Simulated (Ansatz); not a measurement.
# Sn: the order of phases, with spin-orbit coupling, part 2 of 2

Aim: relax Sn in several structures (bcc, hcp, sc, diamond) and rank them by energy, with spin-orbit coupling. Methods of the runs shown: PAW and LAPW.

Ansatz 0.2.0; DFT PBE; a cell built from a prototype (bcc type), not taken from measurement.

### Step 7. Sc relaxed, PAW

Contents of input.yaml:

```yaml
crystal:
  lattice:
    - [3.1154964611, 0.0, 0.0]
    - [0.0, 3.1154964611, 0.0]
    - [0.0, 0.0, 3.1154964611]
  atoms:
    - { symbol: Sn, position: [0.0, 0.0, 0.0] }
kpoints:
  mp_grid: { grid: [13, 13, 13] }
scf:
  occupations: { method: fermi_dirac, width: 0.05 }
hamiltonian:
  xc: pbe
  pseudopotentials: { kind: paw_fr }
output:
  forces: true
  stress: true
relax:
  f_tol: 0.005
  max_steps: 40
  cell: {}
magnetization:
  noncollinear: true
  spin_orbit: true
```

Started as:

```sh
$ ansatz run input.yaml --threads 2 --pin off --max-ram 5120MiB --backend cpu --events-out ev --progress --plain --runs-dir out
```

Output:

```text
Engine: ansatz 0.2.0
Pseudopotentials: kind: paw_fr
Pseudopotential: Sn, paw_fr, valence charge 14, recommended cutoff 420 eV (normal)#standard-fr
Functional definition: PBE
  parameter kappa = 0.804
  parameter beta = 0.06672455060314922
  exchange = pbe_x(kappa = kappa, mu = beta*pi^2/3)
  correlation = pbe_c(beta = beta)
non-collinear run that drives no moment, with spin-orbit: no starting moment large enough to seed its density (crystal.atoms[].spin), no starting occupations that ask for one, no magnetisation constraint and no magnetic field, so the semilocal B_xc is pinned to zero
Crystal: 1 atoms, lattice volume = 30.240 Å³
Basis set: ecut = 420 eV, 619 PW (Γ), exchange–correlation on 48×48×48 points (8 copies of the dense FFT grid, shifted against one another)
Bands: 22, of which v1, the nominal top of the filled ones, is band 14 counted from 1 (13 counted from 0)
Symmetry: 48 space group operations + 48 with time reversal
Magnetic group: BNS 221.93 (UNI 1595), of the structure as read, at distance tolerance 3.1e-5 Å
k-points: 84 of 2197
Projection manifold: j_resolved (fully-relativistic pseudo-atomic orbitals)
Non-local potential: Sn, projectors of the file, l = 0: 2, l = 1: 4, l = 2: 4, l = 3: 4
PAW form: soft (Blöchl's): semilocal exchange-correlation on the pseudo side does not see the compensation charge
PAW one-centre angular grid: Sn, 590 points (default); XC on 64 Gauss nodes
Initial density: superposition of atomic densities (chi_scale 0.1, normalization cell)
Initial wavefunctions: pseudopotential atomic-orbital guess
Functional: x = pbe(κ = 0.804, μ = 0.2195149727645171), c = pbe(β = 0.06672455060314922)
SCF iter   1: F=—  HF=-6026.297132 eV  |F-HF|=—  |Δ(HF+E_count)|=         —  Δρ=1.22e-2  dr2=3.39e-2  dr2_m=0.00e0 (ungated)  ethr=3.10e-3  |M|=0.00e0 ∫|m|=0.00e0 μB  |m|>n=0.0e0 m-floor=0.0e0 τ_xc=0.0e0  β_m=0.30  ⟨swp⟩=9.1  Hψ=6134  notcnv=0  defer=26
preconditioner: auto → none  [metal: Δε(μ)=0.038 eV  Ē_g=22.683 eV  σ=0.050 eV  W_gap=0.19  n_scr=6 (ndim 8)  ℏωp=25.3 eV  f_vac=0.000  D(μ)=0.57/eV (n_scr^D=0)  sad-step TF]
SCF iter   2: F=—  HF=-6026.296168 eV  |F-HF|=—  |Δ(HF+E_count)|=   9.65e-4  Δρ=9.70e-3  dr2=2.23e-2  dr2_m=0.00e0 (ungated)  ethr=2.42e-4  |M|=0.00e0 ∫|m|=0.00e0 μB  |m|>n=0.0e0 m-floor=0.0e0 τ_xc=0.0e0  β_m=0.65  ⟨swp⟩=2.0  Hψ=1448  notcnv=0  defer=186
SCF iter   3: F=—  HF=-6026.300290 eV  |F-HF|=—  |Δ(HF+E_count)|=   4.12e-3  Δρ=3.38e-3  dr2=2.77e-3  dr2_m=0.00e0 (ungated)  ethr=1.59e-4  |M|=0.00e0 ∫|m|=0.00e0 μB  |m|>n=0.0e0 m-floor=0.0e0 τ_xc=0.0e0  β_m=0.64  ⟨swp⟩=2.1  Hψ=1615  notcnv=0  defer=186
SCF iter   4: F=—  HF=-6026.298601 eV  |F-HF|=—  |Δ(HF+E_count)|=   1.69e-3  Δρ=1.01e-3  dr2=2.12e-4  dr2_m=0.00e0 (ungated)  ethr=1.98e-5  |M|=0.00e0 ∫|m|=0.00e0 μB  |m|>n=0.0e0 m-floor=0.0e0 τ_xc=0.0e0  β_m=0.81  ⟨swp⟩=2.0  Hψ=1591  notcnv=0  defer=186
SCF iter   5: F=—  HF=-6026.298647 eV  |F-HF|=—  |Δ(HF+E_count)|=   4.54e-5  Δρ=6.09e-5  dr2=9.78e-7  dr2_m=0.00e0 (ungated)  ethr=1.51e-6  |M|=0.00e0 ∫|m|=0.00e0 μB  |m|>n=0.0e0 m-floor=0.0e0 τ_xc=0.0e0  β_m=0.88  ⟨swp⟩=2.0  Hψ=1384  notcnv=0  defer=186
SCF iter   6: F=—  HF=-6026.298647 eV  |F-HF|=—  |Δ(HF+E_count)|=   6.92e-7  Δρ=1.25e-5  dr2=4.58e-8  dr2_m=0.00e0 (ungated)  ethr=7.14e-10  |M|=0.00e0 ∫|m|=0.00e0 μB  |m|>n=0.0e0 m-floor=0.0e0 τ_xc=0.0e0  β_m=0.94  ⟨swp⟩=5.0  Hψ=2756  notcnv=0
SCF iter   7: F=-6026.298647 eV  HF=-6026.298647 eV  |F-HF|=1.28e-9  |Δ(HF+E_count)|=   7.78e-9  Δρ=2.25e-6  dr2=1.22e-9  dr2_m=0.00e0 (ungated)  ethr=3.27e-10  |M|=0.00e0 ∫|m|=0.00e0 μB  |m|>n=0.0e0 m-floor=0.0e0 τ_xc=0.0e0  ⟨swp⟩=2.0  Hψ=2825  notcnv=0
SCF 1 converged in 7 iterations: F = -6026.298647 eV  dr2 = 1.22e-9
relax step   1: F+E_penalty+E_count = -6026.29864745 eV  Δ(F+E_penalty+E_count) = +0.000e0 eV  max|allowed force component| = 0.000e0 eV/Å  Δτ_max = 0.0000 Å  P = -1.129 GPa  Ω = 30.240 Å³  (7 SCF iters, dr2 threshold 1.00e-7 eV, accepted)
Crystal: 1 atoms, lattice volume = 29.356 Å³
Basis set: ecut = 420 eV, 587 PW (Γ), exchange–correlation on 48×48×48 points (8 copies of the dense FFT grid, shifted against one another)
Projection manifold: j_resolved (fully-relativistic pseudo-atomic orbitals)
Initial density: handed on by an earlier stage of this run
Initial wavefunctions: those handed on with the density
iter 1 solved again at ethr=5.35e-7 eV; its pass at ethr=3.10e-3 eV (dr2=7.49e-5 eV) is discarded
SCF iter   1: F=—  HF=-6026.301511 eV  |F-HF|=—  |Δ(HF+E_count)|=         —  Δρ=6.06e-4  dr2=7.94e-5  dr2_m=0.00e0 (ungated)  ethr=5.35e-7  |M|=0.00e0 ∫|m|=0.00e0 μB  |m|>n=0.0e0 m-floor=0.0e0 τ_xc=0.0e0  β_m=0.30  ⟨swp⟩=2.9  Hψ=6251  notcnv=0
preconditioner: auto → none  [metal: Δε(μ)=0.008 eV  Ē_g=23.072 eV  σ=0.050 eV  W_gap=0.04  n_scr=6 (ndim 8)  ℏωp=25.6 eV  f_vac=0.000  D(μ)=0.56/eV (n_scr^D=0)]
SCF iter   2: F=—  HF=-6026.301528 eV  |F-HF|=—  |Δ(HF+E_count)|=   1.77e-5  Δρ=4.42e-4  dr2=4.07e-5  dr2_m=0.00e0 (ungated)  ethr=5.35e-7  |M|=0.00e0 ∫|m|=0.00e0 μB  |m|>n=0.0e0 m-floor=0.0e0 τ_xc=0.0e0  β_m=0.65  ⟨swp⟩=1.0  Hψ=924  notcnv=0
SCF iter   3: F=—  HF=-6026.301551 eV  |F-HF|=—  |Δ(HF+E_count)|=   2.23e-5  Δρ=2.82e-5  dr2=2.22e-7  dr2_m=0.00e0 (ungated)  ethr=2.90e-7  |M|=0.00e0 ∫|m|=0.00e0 μB  |m|>n=0.0e0 m-floor=0.0e0 τ_xc=0.0e0  β_m=0.60  ⟨swp⟩=1.9  Hψ=1022  notcnv=0
SCF iter   4: F=-6026.301550 eV  HF=-6026.301550 eV  |F-HF|=3.82e-9  |Δ(HF+E_count)|=   5.51e-8  Δρ=4.79e-6  dr2=3.35e-9  dr2_m=0.00e0 (ungated)  ethr=7.14e-10  |M|=0.00e0 ∫|m|=0.00e0 μB  |m|>n=0.0e0 m-floor=0.0e0 τ_xc=0.0e0  ⟨swp⟩=4.1  Hψ=2839  notcnv=0
SCF 2 converged in 4 iterations: F = -6026.301550 eV  dr2 = 3.35e-9
relax step   2: F+E_penalty+E_count = -6026.30155049 eV  Δ(F+E_penalty+E_count) = -2.903e-3 eV  max|allowed force component| = 0.000e0 eV/Å  Δτ_max = 0.0000 Å  P = +0.169 GPa  Ω = 29.356 Å³  energy of the carried Pulay correction = +1.468e-4 eV  (4 SCF iters, dr2 threshold 1.00e-7 eV, accepted)
Crystal: 1 atoms, lattice volume = 29.468 Å³
Projection manifold: j_resolved (fully-relativistic pseudo-atomic orbitals)
iter 1 solved again at ethr=2.69e-8 eV; its pass at ethr=3.10e-3 eV (dr2=3.77e-6 eV) is discarded
SCF iter   1: F=—  HF=-6026.301587 eV  |F-HF|=—  |Δ(HF+E_count)|=         —  Δρ=8.15e-5  dr2=1.40e-6  dr2_m=0.00e0 (ungated)  ethr=2.69e-8  |M|=0.00e0 ∫|m|=0.00e0 μB  |m|>n=0.0e0 m-floor=0.0e0 τ_xc=0.0e0  β_m=0.30  ⟨swp⟩=3.0  Hψ=5373  notcnv=0
preconditioner: auto → none  [metal: Δε(μ)=0.010 eV  Ē_g=23.060 eV  σ=0.050 eV  W_gap=0.05  n_scr=6 (ndim 8)  ℏωp=25.6 eV  f_vac=0.000  D(μ)=0.56/eV (n_scr^D=0)]
SCF iter   2: F=—  HF=-6026.301587 eV  |F-HF|=—  |Δ(HF+E_count)|=   2.87e-7  Δρ=5.89e-5  dr2=7.13e-7  dr2_m=0.00e0 (ungated)  ethr=1.00e-8  |M|=0.00e0 ∫|m|=0.00e0 μB  |m|>n=0.0e0 m-floor=0.0e0 τ_xc=0.0e0  β_m=0.65  ⟨swp⟩=1.0  Hψ=924  notcnv=0
SCF iter   3: F=-6026.301587 eV  HF=-6026.301587 eV  |F-HF|=1.04e-9  |Δ(HF+E_count)|=   3.56e-7  Δρ=2.86e-6  dr2=2.39e-9  dr2_m=0.00e0 (ungated)  ethr=5.09e-10  |M|=0.00e0 ∫|m|=0.00e0 μB  |m|>n=0.0e0 m-floor=0.0e0 τ_xc=0.0e0  ⟨swp⟩=3.0  Hψ=3003  notcnv=0
SCF 3 converged in 3 iterations: F = -6026.301587 eV  dr2 = 2.39e-9
relax step   3: F+E_penalty+E_count = -6026.30158740 eV  Δ(F+E_penalty+E_count) = -3.691e-5 eV  max|allowed force component| = 0.000e0 eV/Å  Δτ_max = 0.0000 Å  P = -0.009 GPa  Ω = 29.468 Å³  energy of the carried Pulay correction = +1.279e-4 eV  (3 SCF iters, dr2 threshold 7.12e-8 eV, accepted)
Projection manifold: j_resolved (fully-relativistic pseudo-atomic orbitals)
Initial wavefunctions: pseudopotential atomic-orbital guess (no wavefunctions were taken with the density)
iter 1 solved again at ethr=1.39e-6 eV; its pass at ethr=3.10e-3 eV (dr2=1.95e-4 eV) is discarded
SCF iter   1: F=—  HF=-6026.301461 eV  |F-HF|=—  |Δ(HF+E_count)|=         —  Δρ=2.48e-5  dr2=3.19e-8  dr2_m=0.00e0 (ungated)  ethr=1.39e-6  |M|=0.00e0 ∫|m|=0.00e0 μB  |m|>n=0.0e0 m-floor=0.0e0 τ_xc=0.0e0  β_m=0.30  ⟨swp⟩=2.5  Hψ=8204  notcnv=0
eigensolver tolerance schedule: the retry pair's looser diagonalisation over-reported the residual by 6099.69 of it (diagonalisation noise at an unbounded share of the residual, at the tolerance the schedule requests for it); recorded, not acted on — ethr = c·dr2/N_el stays at c = 1.0e-1
SCF iter   2: F=—  HF=-6026.301461 eV  |F-HF|=—  |Δ(HF+E_count)|=   4.80e-7  Δρ=1.60e-5  dr2=1.08e-8  dr2_m=0.00e0 (ungated)  ethr=2.28e-10  |M|=0.00e0 ∫|m|=0.00e0 μB  |m|>n=0.0e0 m-floor=0.0e0 τ_xc=0.0e0  β_m=0.48  ⟨swp⟩=2.6  Hψ=1601  notcnv=0
SCF iter   3: F=—  HF=-6026.301461 eV  |F-HF|=—  |Δ(HF+E_count)|=   2.66e-8  Δρ=4.34e-6  dr2=8.03e-10  dr2_m=0.00e0 (ungated)  ethr=7.73e-11  |M|=0.00e0 ∫|m|=0.00e0 μB  |m|>n=0.0e0 m-floor=0.0e0 τ_xc=0.0e0  β_m=0.57  ⟨swp⟩=2.0  Hψ=1507  notcnv=0
SCF iter   4: F=—  HF=-6026.301461 eV  |F-HF|=—  |Δ(HF+E_count)|=   3.38e-9  Δρ=6.23e-7  dr2=4.45e-11  dr2_m=0.00e0 (ungated)  ethr=5.73e-12  |M|=0.00e0 ∫|m|=0.00e0 μB  |m|>n=0.0e0 m-floor=0.0e0 τ_xc=0.0e0  β_m=0.73  ⟨swp⟩=2.0  Hψ=1508  notcnv=0
SCF iter   5: F=-6026.301461 eV  HF=-6026.301461 eV  |F-HF|=0.00e0  |Δ(HF+E_count)|=  1.82e-11  Δρ=3.54e-8  dr2=3.53e-13  dr2_m=0.00e0 (ungated)  ethr=1.00e-12  |M|=0.00e0 ∫|m|=0.00e0 μB  |m|>n=0.0e0 m-floor=0.0e0 τ_xc=0.0e0  ⟨swp⟩=5.1  Hψ=3194  notcnv=0
SCF 4 converged in 5 iterations: F = -6026.301461 eV  dr2 = 3.53e-13
relax step   4: F+E_penalty+E_count = -6026.30146098 eV  Δ(F+E_penalty+E_count) = +1.264e-4 eV  max|allowed force component| = 0.000e0 eV/Å  Δτ_max = 0.0000 Å  P = -0.009 GPa  Ω = 29.468 Å³  stress off target by 9.27e-3 GPa  SCF on the basis re-selected at this cell (its energy is not comparable with the rows above)  (5 SCF iters)
basis re-selected at this cell: Δ(F+E_penalty+E_count) = +1.264e-4 eV, ΔP = -0.001 GPa vs the last step (what re-selecting the basis moved, of the pressure what is left beyond the Pulay correction that the steps carried, after the strain that the cell walked since its last selection, with what the two solves' SCF thresholds leave and, on support functions, any second-order correction that the steps lacked; it is no measure of the basis error at this ecutwfc). This SCF's stress stands 9.27e-3 GPa from its target on what of the cell is left free (relax.cell.stress_tol is 5.00e-2 GPa) and its largest allowed force component is 0.00e0 eV/Å (relax.f_tol is 5.00e-3 eV/Å): within both
SCF converged after 5 iterations
Magnetization: |M| = 0.0000 μB,  M = (+0.0000, +0.0000, +0.0000) μB
Absolute magnetization: 0.0000 μB (∫|m|)
  site 0: m = (+0.0000, +0.0000, +0.0000) μB, |m| = 0.0000 μB  (R = 1.27 Å)
Free energy (F): -6026.301461 eV
Harris-Foulkes:  -6026.301461 eV  (|F-HF|=0.00e0)
Internal energy: -6026.297085 eV  (E = F + TS)
E sigma→0 (E₀):  -6026.299273 eV
Entropy (-TS):   -0.004376 eV (-4.376 meV/atom)
Fermi energy:    9.517793 eV
--- Per-component energies (eV) ---
  E_band       = -97.816161
  E_kinetic    = 186.300476
  E_local      = -925.321745  (includes V_loc(G=0)·N_el)
  E_nonlocal   = -32.195744
  E_hartree    = 562.159628
  E_xc         = -382.586663
  E_vxc        = -95.795098  (∫ρ·V_xc dr)
  E_paw        = -4138.366793  (= ΣΔE_a)
  E_vpaw       = -355.123284  (= ΣTr[D̂ρ^β])
  E_aug_tail   = -0.000000  (compensation charges beyond the density's cutoff)
  E_ewald      = -1296.286243
  E_smearing   = -0.004376  (= −TS)
  E_closure    = -0.000000  (closes the sum)
  Σ components = -6026.301461   (vs F -6026.301461, Δ=0.00e0)
--- Forces (eV/Å), atoms counted from 1 ---
  atom   1  Sn     0.00000000    -0.00000000    -0.00000000
  max |Σ_I F_I| component: 6.41e-31 eV/Å
--- Stress (GPa, compression-positive) ---
       -0.009269       0.000000      -0.000000
        0.000000      -0.009269      -0.000000
       -0.000000      -0.000000      -0.009269
  P = ⅓ Tr σ = -0.0093 GPa (-0.093 kbar)
--- Relaxed structure (3 steps of the walk, 3 accepted, 1 SCFs on fresh bases) ---
  F+E_penalty+E_count = -6026.30146098 eV   max|allowed force component| = 0.000e0 eV/Å   (the final SCF, on the basis selected at the relaxed cell)
  cell:  # Å, volume = 29.4677 Å³
    - [3.088743436796172, -3.209883240645393e-35, 1.0913603018194335e-33]
    - [-3.209883240645393e-35, 3.088743436796172, 0.0]
    - [1.0913603018194335e-33, 0.0, 3.088743436796172]
  atoms:
    - { symbol: Sn, position: [0.0, 0.0, 0.0] }
```

Run time: 12 s. Hardware: 2 threads of Arm Neoverse V1, shared host; peak memory 0.42 GiB.

Step by step:

```csv
step,energy from step 1 (eV/cell),largest force component (eV/Å),pressure (GPa),volume (Å³)
1,0.0000,0.0000,-1.13,30.24
2,-0.0029,0.0000,0.17,29.36
3,-0.0029,0.0000,-0.01,29.47
4,-0.0028,0.0000,-0.01,29.47
```

Step 1 is the start. Step 4 repeats the geometry before on a plane-wave basis chosen anew for that cell, so the energy can jump there without any move; the table keeps such jumps.

| input's cell | before | after | change |
| --- | --- | --- | --- |
| a (Å) | 3.115 | 3.089 | -0.9 % |
| b (Å) | 3.115 | 3.089 | -0.9 % |
| c (Å) | 3.115 | 3.089 | -0.9 % |
| volume (Å³/atom) | 30.24 | 29.47 | -2.6 % |

### Step 8. Sc relaxed, LAPW

Contents of input.yaml:

```yaml
crystal:
  lattice:
    - [3.0887434368, 0.0, 0.0]
    - [0.0, 3.0887434368, 0.0]
    - [0.0, 0.0, 3.0887434368]
  atoms:
    - { symbol: Sn, position: [0.0, 0.0, 0.0] }
kpoints:
  mp_grid: { grid: [13, 13, 13] }
scf:
  occupations: { method: fermi_dirac, width: 0.05 }
hamiltonian:
  xc: pbe
  pseudopotentials: { kind: all_electron, lapw: { basis_error: 0.0005 } }
output:
  forces: true
  stress: true
  eigenvalues: true
  populations: true
relax:
  f_tol: 0.005
  max_steps: 25
  cell: {}
magnetization:
  noncollinear: true
  spin_orbit: true
```

Started as:

```sh
$ ansatz run input.yaml --threads 2 --pin off --max-ram 5120MiB --backend cpu --events-out ev --progress --plain --runs-dir out
```

Output, shortened:

```text
[...]
Sn: projections on atomic orbitals take those of the free atom 1s2 2s2 2p6 3s2 3p6 3d10 4s2 4p6 4d10 5s2 5p2, of charge +0.00 (hamiltonian.pseudopotentials.projection_atoms)
LAPW: plane waves up to 7.836 Å⁻¹, error target 5.0e-4 eV per atom; Dirac's equation on spinors; Sn in spheres of 1.498 Å, 22 of its electrons in bands
[...]
[... 1 set-up line as earlier in the session ...]
[...]
  F+E_penalty+E_count = -168138.52776248 eV   max|allowed force component| = 0.000e0 eV/Å   (the final SCF, on the basis selected at the relaxed cell)
  cell:  # Å, volume = 29.4677 Å³
    - [3.0887434368, 0.0, 0.0]
    - [0.0, 3.0887434368, 0.0]
    - [0.0, 0.0, 3.0887434368]
  atoms:
    - { symbol: Sn, position: [0.0, 0.0, 0.0] }
--- Löwdin populations: 1 site ---
  site symbol       q [e]
     0     Sn     49.9717
  spilling = 0.000565 (of n_electrons = 50.000000)
```

It took 44 s on 2 threads of Arm Neoverse V1, shared host; peak memory 0.45 GiB.

Step by step:

```csv
step,energy from step 1 (eV/cell),largest force component (eV/Å),pressure (GPa),volume (Å³)
1,0.0000,0.0000,-0.01,29.47
2,0.0000,0.0000,-0.01,29.47
```

Step 1 is the start. Step 2 repeats the geometry before on a plane-wave basis chosen anew for that cell, so the energy can jump there without any move; the table keeps such jumps.

| input's cell | before | after | change |
| --- | --- | --- | --- |
| a (Å) | 3.089 | 3.089 | +0.0 % |
| b (Å) | 3.089 | 3.089 | +0.0 % |
| c (Å) | 3.089 | 3.089 | +0.0 % |
| volume (Å³/atom) | 29.47 | 29.47 | +0.0 % |

In short: pressure -0.01 GPa; no gap.

### Step 9. Diamond relaxed, PAW

Contents of input.yaml:

```yaml
crystal:
  lattice:
    - [0.0, 3.2710663102, 3.2710663102]
    - [3.2710663102, 0.0, 3.2710663102]
    - [3.2710663102, 3.2710663102, 0.0]
  atoms:
    - { symbol: Sn, position: [-0.125, -0.125, -0.125] }
    - { symbol: Sn, position: [0.125, 0.125, 0.125] }
kpoints:
  mp_grid: { grid: [11, 11, 11] }
scf:
  occupations: { method: fermi_dirac, width: 0.05 }
hamiltonian:
  xc: pbe
  pseudopotentials: { kind: paw_fr }
output:
  forces: true
  stress: true
  write_density: true
  write_potential: true
  elf: true
  volumetric_format: npy
relax:
  f_tol: 0.005
  max_steps: 40
  cell: {}
magnetization:
  noncollinear: true
  spin_orbit: true
```

Started as:

```sh
$ ansatz run input.yaml --threads 2 --pin off --max-ram 5120MiB --backend cpu --events-out ev --progress --plain --runs-dir out
```

Output, shortened:

```text
[...]
[... 3 set-up lines as earlier in the session ...]
[...]
non-collinear run that drives no moment, with spin-orbit: no starting moment large enough to seed its density (crystal.atoms[].spin), no starting occupations that ask for one, no magnetisation constraint and no magnetic field, so the semilocal B_xc is pinned to zero
[...]
Projection manifold: j_resolved (fully-relativistic pseudo-atomic orbitals)
[...]
SCF iter   1: F=—  HF=-12052.731206 eV  |F-HF|=—  |Δ(HF+E_count)|=         —  Δρ=6.29e-5  dr2=3.37e-6  dr2_m=0.00e0 (ungated)  ethr=3.25e-8  |M|=0.00e0 ∫|m|=0.00e0 μB  |m|>n=0.0e0 m-floor=0.0e0 τ_xc=0.0e0  β_m=0.30  ⟨swp⟩=3.0  Hψ=4815  notcnv=0
[...]
```

### Step 10. The output, continued: diamond relaxed, PAW files

The log, continued, shortened:

```text
SCF iter   2: F=—  HF=-12052.731206 eV  |F-HF|=—  |Δ(HF+E_count)|=   3.28e-7  Δρ=4.43e-5  dr2=1.59e-6  dr2_m=0.00e0 (ungated)  ethr=1.20e-8  |M|=0.00e0 ∫|m|=0.00e0 μB  |m|>n=0.0e0 m-floor=0.0e0 τ_xc=0.0e0  β_m=0.63  ⟨swp⟩=1.0  Hψ=1008  notcnv=0
[...]
  F+E_penalty+E_count = -12052.73177960 eV   max|allowed force component| = 3.701e-17 eV/Å   (the final SCF, on the basis selected at the relaxed cell)
  cell:  # Å, volume = 73.7069 Å³
    - [-2.8470391233804112e-33, 3.327816607187491, 3.3278166071874913]
    - [3.327816607187491, -1.2929506533472561e-33, 3.3278166071874913]
    - [3.327816607187491, 3.327816607187491, 2.547686016447796e-34]
  atoms:
    - { symbol: Sn, position: [-0.125, -0.125, -0.125] }
    - { symbol: Sn, position: [0.125, 0.125, 0.125] }
```

Wall time 54 s (2 threads of Arm Neoverse V1, shared host); peak memory 0.59 GiB.

Step by step:

```csv
step,energy from step 1 (eV/cell),largest force component (eV/Å),pressure (GPa),volume (Å³)
1,0.0000,0.0000,2.07,70.00
2,-0.0182,0.0000,-0.73,75.33
3,-0.0222,0.0000,-0.07,73.87
4,-0.0222,0.0000,0.00,73.71
5,-0.0228,0.0000,0.00,73.71
```

Step 1 is the start. Step 5 repeats the geometry before on a plane-wave basis chosen anew for that cell, so the energy can jump there without any move; the table keeps such jumps.

| input's cell | before | after | change |
| --- | --- | --- | --- |
| a (Å) | 4.626 | 4.706 | +1.7 % |
| b (Å) | 4.626 | 4.706 | +1.7 % |
| c (Å) | 4.626 | 4.706 | +1.7 % |
| volume (Å³/atom) | 35.00 | 36.85 | +5.3 % |

Read from it: pressure 0.00 GPa; no gap.

### Step 11. Diamond relaxed, LAPW

Contents of input.yaml:

```yaml
crystal:
  lattice:
    - [0.0, 3.3278166072, 3.3278166072]
    - [3.3278166072, 0.0, 3.3278166072]
    - [3.3278166072, 3.3278166072, 0.0]
  atoms:
    - { symbol: Sn, position: [-0.125, -0.125, -0.125] }
    - { symbol: Sn, position: [0.125, 0.125, 0.125] }
kpoints:
  mp_grid: { grid: [11, 11, 11] }
scf:
  occupations: { method: fermi_dirac, width: 0.05 }
hamiltonian:
  xc: pbe
  pseudopotentials: { kind: all_electron, lapw: { basis_error: 0.0005 } }
output:
  forces: true
  stress: true
  eigenvalues: true
  populations: true
relax:
  f_tol: 0.005
  max_steps: 25
  cell: {}
magnetization:
  noncollinear: true
  spin_orbit: true
```

Started as:

```sh
$ ansatz run input.yaml --threads 2 --pin off --max-ram 5120MiB --backend cpu --events-out ev --progress --plain --runs-dir out
```

Output, shortened:

```text
[...]
Sn: projections on atomic orbitals take those of the free atom 1s2 2s2 2p6 3s2 3p6 3d10 4s2 4p6 4d10 5s2 5p2, of charge +0.00 (hamiltonian.pseudopotentials.projection_atoms)
LAPW: plane waves up to 8.535 Å⁻¹, error target 5.0e-4 eV per atom; Dirac's equation on spinors; Sn in spheres of 1.398 Å, 22 of its electrons in bands
[...]
[... 1 set-up line as earlier in the session ...]
[...]
  cell:  # Å, volume = 73.7069 Å³
    - [0.0, 3.3278166072, 3.3278166072]
    - [3.3278166072, 0.0, 3.3278166072]
    - [3.3278166072, 3.3278166072, 0.0]
  atoms:
    - { symbol: Sn, position: [-0.125, -0.125, -0.125] }
    - { symbol: Sn, position: [0.125, 0.125, 0.125] }
--- Löwdin populations: 2 sites ---
  site symbol       q [e]
     0     Sn     49.9707
     1     Sn     49.9707
  spilling = 0.000586 (of n_electrons = 100.000000)
```

It took 2.5 min on 2 threads of Arm Neoverse V1, shared host; peak memory 0.77 GiB.

Relaxation path:

```csv
step,energy from step 1 (eV/cell),largest force component (eV/Å),pressure (GPa),volume (Å³)
1,0.0000,0.0000,0.00,73.71
2,0.0000,0.0000,0.00,73.71
```

Step 1 is the start. Step 2 repeats the geometry before on a plane-wave basis chosen anew for that cell, so the energy can jump there without any move; the table keeps such jumps.

| input's cell | before | after | change |
| --- | --- | --- | --- |
| a (Å) | 4.706 | 4.706 | +0.0 % |
| b (Å) | 4.706 | 4.706 | +0.0 % |
| c (Å) | 4.706 | 4.706 | +0.0 % |
| volume (Å³/atom) | 36.85 | 36.85 | +0.0 % |

Read from it: pressure 0.00 GPa; no gap.

### Step 12. Side by side

Free energy per atom, from each method's lowest phase:

| method | start | space group, start → end | volume (Å³/atom) | pressure (GPa) | free energy (meV/atom) |
| --- | --- | --- | --- | --- | --- |
| LAPW | bcc | Im-3m → Im-3m | 27.613 | 0.0 | 79.0 |
| LAPW | hcp | P6_3/mmc → P6_3/mmc | 27.777 | 0.0 | 61.6 |
| LAPW | sc | Pm-3m → Pm-3m | 29.468 | 0.0 | 64.2 |
| LAPW | diamond | Fd-3m → Fd-3m | 36.853 | 0.0 | 0.0 |
| PAW | bcc | Im-3m → Im-3m | 27.613 | 0.0 | 79.5 |
| PAW | hcp | P6_3/mmc → P6_3/mmc | 27.777 | 0.0 | 61.9 |
| PAW | sc | Pm-3m → Pm-3m | 29.468 | 0.0 | 64.4 |
| PAW | diamond | Fd-3m → Fd-3m | 36.853 | 0.0 | 0.0 |

### Step 13. Outcome

The summary covers parts 1 to 2.

```
     quantity                             value
lowest (LAPW)  diamond, 61.6 meV/atom under hcp
 lowest (PAW)  diamond, 61.9 meV/atom under hcp
```

By LAPW the order is diamond < hcp < sc < bcc. By PAW the order is diamond < hcp < sc < bcc. The methods agree on the lowest phase. Only these structures were tried, with electrons smeared by 0.05 eV and without vibrations, so the true ground state may be another. The k meshes differ between phases and weren't tested, which can move differences by some meV.
